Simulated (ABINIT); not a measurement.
TaN:

```
Ta N
1.0
     0.00000    2.21132    2.21132
     2.21132    0.00000    2.21132
     2.21132    2.21132    0.00000
Ta N
1 1
Direct
  0.50000 0.50000 0.50000
  0.00000 0.00000 0.00000
```

The cell comes from a database or a generator and needn't be the stable form of this composition.

Base run:

| Item | Value |
| --- | --- |
| Program | ABINIT 10.8.3 (patched build) |
| Functional | SCAN |
| Potentials or basis | JTH PAW PBE v2.0 |
| Cutoff | 844 eV |
| k mesh | 10 × 10 × 10 |
| Occupations | fermi-dirac, width 0.05 eV |
| Spin | no spin polarisation |

Its results: band gap on the k mesh none (metal or under the smearing width); pressure -8.1 GPa.

Problem. After a change of settings the same cell gave: band gap on the k mesh none (metal or under the smearing width); pressure -12.3 GPa. Which change was it?
A. functional from SCAN to revPBE
B. functional from SCAN to AM05
C. functional from SCAN to PBEsol
D. functional from SCAN to PW91

Solution. B.

Caveats: the highest band is partly filled, so the run has too few bands; the PAW data sets were made with another functional, which shifts forces and pressure a little.

Runs at the PBE level aren't shown here.
